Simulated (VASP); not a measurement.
# InSb (F-43m) in VASP: further runs

The runs below take InSb through relaxation of cell and atoms, with LDA.

All numbers are computed with VASP 6.6.1; they aren't measurements. Logs are shortened: lines on timing, memory, paths and dates and some standing lists are left out, and cuts for length are marked.

## Step 1: The structure

It takes space group F-43m (No. 216, cubic). Conventional cell: a = 6.478 Å, b = 6.478 Å, c = 6.478 Å, α = 90.00°, β = 90.00°, γ = 90.00°. In (site symmetry -43m) has 4 Sb at 2.81 Å as nearest neighbours. Around Sb (site symmetry -43m) lie 4 In at 2.81 Å.

## Step 2: Relaxation of cell and atoms, LDA

INCAR reads:

```
SYSTEM = InSb
PREC = Accurate
ENCUT = 520
EDIFF = 1E-7
ISMEAR = 0
SIGMA = 0.02
LREAL = .False.
LASPH = .True.
NELM = 60
ALGO = Fast
ISIF = 3
LWAVE = .False.
LCHARG = .False.
GGA = CA
IBRION = 2
NSW = 80
EDIFFG = -0.002
```

KPOINTS reads:

```
regular mesh
0
Gamma
  8 8 8
  0 0 0
```

POSCAR reads:

```
InSb
1.0
    0.0000000000      3.2391000000      3.2391000000
    3.2391000000      0.0000000000      3.2391000000
    3.2391000000      3.2391000000      0.0000000000
In Sb
1 1
Direct
    0.0000000000      0.0000000000      0.0000000000
    0.2500000000      0.2500000000      0.2500000000
```

Potentials or basis: VASP PAW LDA potentials, release 64 (In_d, Sb).

On the command line:

```bash
$ cat potpaw_LDA.64/In_d/POTCAR potpaw_LDA.64/Sb/POTCAR > POTCAR
$ mpirun -np 1 vasp_std > vasp.out
```

OUTCAR:

```text
SYSTEM = InSb
   PREC = Accurate
   ENCUT = 520
   EDIFF = 1E-7
   ISMEAR = 0
   LREAL = .False.
   LASPH = .True.
   NELM = 60
   ISIF = 3
   GGA = CA
   IBRION = 2
   NSW = 80
   EDIFFG = -0.002

 ion  position               nearest neighbor table
   1  0.000  0.000  0.000-   2 2.81   2 2.81   2 2.81   2 2.81
   2  0.250  0.250  0.250-   1 2.81   1 2.81   1 2.81   1 2.81

  LATTYP: Found a face centered cubic cell.
 ALAT       =     6.4782000000

  Lattice vectors:

 A1 = (   0.0000000000,   3.2391000000,   3.2391000000)
 A2 = (   3.2391000000,   0.0000000000,   3.2391000000)
 A3 = (   3.2391000000,   3.2391000000,   0.0000000000)

Analysis of symmetry for initial positions (statically):
=====================================================================
 Subroutine PRICEL returns:
 Original cell was already a primitive cell.

 Routine SETGRP: Setting up the symmetry group for a
 face centered cubic supercell.

 Subroutine GETGRP returns: Found 24 space group operations
 (whereof 24 operations were pure point group operations)
 out of a pool of 48 trial point group operations.

The static configuration has the point symmetry T_d .

Analysis of symmetry for dynamics (positions and initial velocities):
=====================================================================
 Subroutine PRICEL returns:
 Original cell was already a primitive cell.

 Routine SETGRP: Setting up the symmetry group for a
 face centered cubic supercell.

 Subroutine GETGRP returns: Found 24 space group operations
 (whereof 24 operations were pure point group operations)
 out of a pool of 48 trial point group operations.

The dynamic configuration has the point symmetry T_d .

 Subroutine INISYM returns: Found 24 space group operations
 (whereof 24 operations are pure point group operations),
 and found     1 'primitive' translations

----------------------------------------------------------------------------------------

                                     Primitive cell

  volume of cell :      67.9678

  direct lattice vectors                    reciprocal lattice vectors
     0.000000000  3.239100000  3.239100000    -0.154363867  0.154363867  0.154363867
     3.239100000  0.000000000  3.239100000     0.154363867 -0.154363867  0.154363867
     3.239100000  3.239100000  0.000000000     0.154363867  0.154363867 -0.154363867

  length of vectors
     4.580779150  4.580779150  4.580779150     0.267366060  0.267366060  0.267366060

  position of ions in fractional coordinates (direct lattice)
     0.000000000  0.000000000  0.000000000
     0.250000000  0.250000000  0.250000000

  ion indices of the primitive-cell ions
   primitive index   ion index
                 1           1
                 2           2

----------------------------------------------------------------------------------------

 KPOINTS: regular mesh

Automatic generation of k-mesh.
 Grid dimensions read from file:
 generate k-points for:    8    8    8

 Generating k-lattice:

  Cartesian coordinates                     Fractional coordinates (reciprocal lattice)
    -0.019295483  0.019295483  0.019295483     0.125000000  0.000000000  0.000000000
     0.019295483 -0.019295483  0.019295483     0.000000000  0.125000000  0.000000000
     0.019295483  0.019295483 -0.019295483     0.000000000  0.000000000  0.125000000

  Length of vectors
     0.033420757  0.033420757  0.033420757

  Shift w.r.t. Gamma in fractional coordinates (k-lattice)
     0.000000000  0.000000000  0.000000000

 Subroutine IBZKPT returns following result:
 ===========================================

 Found     29 irreducible k-points:

 Following reciprocal coordinates:
            Coordinates               Weight
  0.000000  0.000000  0.000000      1.000000
  0.125000  0.000000  0.000000      8.000000
  0.250000  0.000000  0.000000      8.000000
  0.375000  0.000000  0.000000      8.000000
  0.500000  0.000000  0.000000      4.000000
  0.125000  0.125000  0.000000      6.000000
[... 16 lines left out ...]
  0.500000  0.250000  0.125000     48.000000
 -0.375000  0.250000  0.125000     24.000000
 [... further k-points ...]
   k-points           NKPTS =     29   k-points in BZ     NKDIM =     29   number of bands    NBANDS=     13
   number of dos      NEDOS =    301   number of ions     NIONS =      2
   total plane-waves  NPLWV =  46656
   dimension x,y,z NGX =    36 NGY =   36 NGZ =   36
   dimension x,y,z NGXF=    72 NGYF=   72 NGZF=   72
   ions per type =               1   1
   NGX,Y,Z   is equivalent  to a cutoff of  13.07, 13.07, 13.07 a.u.
   NGXF,Y,Z  is equivalent  to a cutoff of  26.13, 26.13, 26.13 a.u.
 SYSTEM =  InSb
   PREC   = accura    normal or accurate (medium, high low for compatibility)
   ISTART =      0    job   : 0-new  1-cont  2-samecut
   ICHARG =      2    charge: 1-file 2-atom 10-const
   ISPIN  =      1    spin polarized calculation?
   LNONCOLLINEAR =      F non collinear calculations
   LSORBIT =      F    spin-orbit coupling
   LASPH  =      T    aspherical Exc in radial PAW
   ENCUT  =  520.0 eV  38.22 Ry    6.18 a.u.   8.52  8.52  8.52*2*pi/ulx,y,z
   NELM   =     60;   NELMIN=  2; NELMDL= -5     # of ELM steps
   EDIFF  = 0.1E-06   stopping-criterion for ELM
   LREAL  =      F    real-space projection
   EDIFFG = -.2E-02   stopping-criterion for IOM
   NSW    =     80    number of steps for IOM
   IBRION =      2    ionic relax: 0-MD 1-quasi-New 2-CG
   NFREE  =      1    steps in history (QN), initial steepest desc. (CG)
   ISIF   =      3    stress and relaxation
   ISYM   =      2    0-nonsym 1-usesym 2-fastsym
   POTIM  = 0.5000    time-step for ionic-motion
   TEBEG  =    0.0;   TEEND  =   0.0 temperature during run
   PSTRESS=    0.0 pullay stress
   NELECT =      18.0000    total number of electrons
   NUPDOWN=      -1.0000    fix difference up-down
   EMIN   =  10.00;   EMAX   =-10.00  energy-range for DOS
   EFERMI =   0.00;   METHOD = LEGACY
   ISMEAR =     0;   SIGMA  =   0.02  broadening in eV -4-tet -1-fermi 0-gaus
   EFERMI_NEDOS =   21; number of points for ismear=-14 and -15
   IALGO  =     68    algorithm
   IMIX   =      4    mixing-type and parameters
     AMIX     =   0.40;   BMIX     =  1.00
     AMIX_MAG =   1.60;   BMIX_MAG =  1.00
  volume/ion in A,a.u.               =      33.98       229.33
  Fermi-wavevector in a.u.,A,eV,Ry     =   1.051311  1.986690 15.037912  1.105255
  Thomas-Fermi vector in A             =   2.186349
   LORBIT       =      0    0 simple, 1 ext, 2 COOP (PROOUT), +10 PAW based schemes
   GGA     = CA    functional components
   LHFCALC =     F    Hartree Fock is set to
   AEXX    =    0.0000 exact exchange contribution
   IVDW    =     0    specifies the selected vdW correction
   LEPSILON=     F    determine dielectric tensor
   LRPA    =     F    only Hartree local field effects (RPA)
 conjugate gradient relaxation of ions
 non-spin polarized calculation
 RMM-DIIS sequential band-by-band and
 Gauss-broadening in eV      SIGMA  =   0.02
  energy-cutoff  :      520.00
  volume of cell :       67.97
 maximum number of plane-waves:      1850
 NGX is ok and might be reduce to    36
   NGX = 17   NGY = 17   NGZ = 17

--------------------------------------- Ionic step        1  -------------------------------------------

 number of electron      17.9999993 magnetization

 Free energy of the ion-electron system (eV)
  ---------------------------------------------------
  ext. energy  EPLUGINS =         0.00000000
  ---------------------------------------------------
  free energy    TOTEN  =        -8.21043190 eV

  energy without entropy =       -8.21037165  energy(sigma->0) =       -8.21040178

------------------------ aborting loop because EDIFF is reached ----------------------------------------

  FORCE on cell =-STRESS in cart. coord.  units (eV):
  Direction    XX          YY          ZZ          XY          YZ          ZX
  --------------------------------------------------------------------------------------
  -------------------------------------------------------------------------------------
  Total       -0.2109189     -0.2109189     -0.2109189      0.0000000      0.0000000     -0.0000000
  in kB       -4.9719062     -4.9719062     -4.9719062      0.0000000      0.0000000     -0.0000000
  external PRESSURE =      -4.9719062 kB  Pullay stress =       0.0000000 kB
[... 129 lines left out ...]
  energy  without entropy=       -8.2115337319  energy(sigma->0) =       -8.21156386

--------------------------------------- Ionic step        5  -------------------------------------------

 number of electron      17.9999995 magnetization

 Free energy of the ion-electron system (eV)
  ---------------------------------------------------
  ext. energy  EPLUGINS =         0.00000000
  ---------------------------------------------------
  free energy    TOTEN  =        -8.21160033 eV

  energy without entropy =       -8.21154007  energy(sigma->0) =       -8.21157020

 E-fermi :   5.0154     XC(G=0):  -9.0381

 val. band max:        5.0093315660   @ k =   0.0000   0.0000   0.0000
 cond. band min:       5.4483997475   @ k =   0.5000   0.0000   0.0000
 fundamental gap:      0.4390681815
 Fermi energy:         5.0154228816

 k-point     1 :       0.0000    0.0000    0.0000
  band No.  band energies     occupation
      1      -9.5748      2.00000
      2      -9.5748      2.00000
      3      -9.5748      2.00000
      4      -9.4844      2.00000
      5      -9.4844      2.00000
      6      -5.8341      2.00000
      7       4.7055      2.00000
      8       5.0093      1.33334
      9       5.0093      1.33334
     10       5.0093      1.33333
     11       7.9163      0.00000
     12       7.9163      0.00000
     13       7.9163      0.00000
[... 353 lines left out ...]
 k-point    24 :      -0.3750    0.2500    0.1250
  band No.  band energies     occupation
      1      -9.6369      2.00000
      2      -9.5493      2.00000
      3      -9.5429      2.00000
      4      -9.4891      2.00000
      5      -9.4829      2.00000
      6      -4.1513      2.00000
      7      -0.6824      2.00000
      8       2.2680      2.00000
      9       3.3317      2.00000
     10       7.2164      0.00000
     11       8.3686      0.00000
     12      10.0334      0.00000
     13      11.1064      0.00000

 [... further k-points ...]
[... 5 lines left out ...]
  --------------------------------------------------------------------------------------
  -------------------------------------------------------------------------------------
  Total       -0.0028769     -0.0028769     -0.0028769      0.0000000      0.0000000      0.0000000
  in kB       -0.0685413     -0.0685413     -0.0685413      0.0000000      0.0000000      0.0000000
  external PRESSURE =      -0.0685413 kB  Pullay stress =       0.0000000 kB
[... 17 lines left out ...]
  FREE ENERGIE OF THE ION-ELECTRON SYSTEM (eV)
  ---------------------------------------------------
  free  energy   TOTEN  =        -8.2116003301 eV

  energy  without entropy=       -8.2115400714  energy(sigma->0) =       -8.21157020

 reached required accuracy - stopping structural energy minimisation
```

Wall time 78 s (1 thread of Intel Xeon Platinum 8488C (Sapphire Rapids), shared host); peak memory 0.19 GiB.

What came out:

- Free energy: -8.2116 eV
- Relaxed volume: 33.62 Å³/atom
- Relaxed cell: a = 4.565 Å, b = 4.565 Å, c = 4.565 Å, α = 60.00°, β = 60.00°, γ = 60.00°
- Space group after relaxing (to 0.05 Å): F-43m (No. 216)
- Energy gained by relaxing: 0.6 meV/atom
- Ionic steps: 5
- Pressure after relaxing: 0.0 GPa
- Band gap on the k mesh: none (metal or under the smearing width)

The path:
```tsv
step	energy change (eV)	largest force (eV/Å)	pressure (GPa)	volume (Å³)
1	0.0000	0.0000	-0.50	67.97
2	-0.0010	0.0000	0.21	66.94
3	-0.0012	0.0000	0.04	67.22
4	-0.0012	0.0000	-0.07	67.28
5	-0.0012	0.0000	-0.01	67.25
```

Final structure:
```
In Sb
1.0
     0.00000    3.22763    3.22763
     3.22763    0.00000    3.22763
     3.22763    3.22763    0.00000
In Sb
1 1
Direct
  0.00000 0.00000 0.00000
  0.25000 0.25000 0.25000
```

Caveat: this crystal is a semiconductor, whose small gap the functional closes, so the metal is an error of the method.

(Part 1 of 2 ends here.)
